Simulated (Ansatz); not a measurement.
A CCSD(T) single point on C₄H₈, SMILES `C=CCC`.

```yaml
crystal:
  periodic: [false, false, false]
  atoms:
    - {symbol: C, position_ang: [-0.102820, 1.905049, 0.560816]}
    - {symbol: C, position_ang: [0.327746, 0.889723, -0.174341]}
    - {symbol: C, position_ang: [-0.446012, -0.352511, -0.465498]}
    - {symbol: C, position_ang: [0.258203, -1.608246, 0.036176]}
    - {symbol: H, position_ang: [-1.092937, 1.899246, 1.007066]}
    - {symbol: H, position_ang: [0.512947, 2.778311, 0.742331]}
    - {symbol: H, position_ang: [1.329976, 0.935054, -0.599684]}
    - {symbol: H, position_ang: [-1.442261, -0.274832, -0.019606]}
    - {symbol: H, position_ang: [-0.592953, -0.436875, -1.549356]}
    - {symbol: H, position_ang: [1.253248, -1.704576, -0.406514]}
    - {symbol: H, position_ang: [0.380182, -1.578982, 1.121328]}
    - {symbol: H, position_ang: [-0.308319, -2.506659, -0.218816]}
basis:
  gaussian: {orbitals: def2-SVP}
correlation: {method: ccsd_t}
```

```sh
$ ansatz run in.yaml --threads 2 --pin off --events-out ev --progress --plain
```

Log, shortened:

```
Functional definition: HF
  name "HF"
  cite "Fock, Z. Phys. 61, 126 (1930) doi:10.1007/BF01340294"
  parent pbe
  exchange = exact_x
  correlation = 0
996 factors; integrals over basis functions are off by at most 1.6e-3 eV
mean field evaluation 1: about -4242.3854 eV, gradient 2.9e1 eV
mean field evaluation 2: about -4242.3914 eV, gradient 2.9e1 eV
mean field evaluation 4: about -4244.8579 eV, gradient 2.8e0 eV
mean field evaluation 8: about -4244.8847 eV, gradient 7.2e-5 eV
mean field -4244.88465248 eV, -155.9966336924 hartree, gradient 1.3e-6 eV, S^2 0.000000; 0 other end points of the search recorded, 0 dependent functions left out
4 core orbitals not correlated: weight in the atoms' cores, before any rotation towards them, 1.000 or more for the frozen orbitals, at most 0.000 for the correlated occupied ones
reference -4244.88465248 eV, -155.9966336924 hartree; 12, 12 occupied and 80, 80 virtual orbitals, 996 factors
second order -15.23949153 eV of doubles, -0.00000000 eV of singles
cycle   1  -16.18520583 eV  change   -9.5e-1 eV  update   8.1e-2
cycle   2  -16.63773186 eV  change   -4.5e-1 eV  update   2.6e-2
cycle   3  -16.70695997 eV  change   -6.9e-2 eV  update   9.6e-3
cycle   4  -16.70873747 eV  change   -1.8e-3 eV  update   3.0e-3
cycle   5  -16.70909574 eV  change   -3.6e-4 eV  update   8.3e-4
cycle   6  -16.70901328 eV  change    8.2e-5 eV  update   2.5e-4
cycle   7  -16.70900229 eV  change    1.1e-5 eV  update   5.7e-5
cycle   8  -16.70900559 eV  change   -3.3e-6 eV  update   2.2e-5
perturbative correction -0.53351725 eV, -0.0196063972 hartree
Total energy: -4262.12717531 eV, -156.6302847192 hartree
```

It took 3 s on 2 threads of a server CPU on a shared host, with 0.42 GiB of host memory at the peak.

Correlation energy per correlated electron: -0.718 eV. T1 diagnostic: 0.0087.
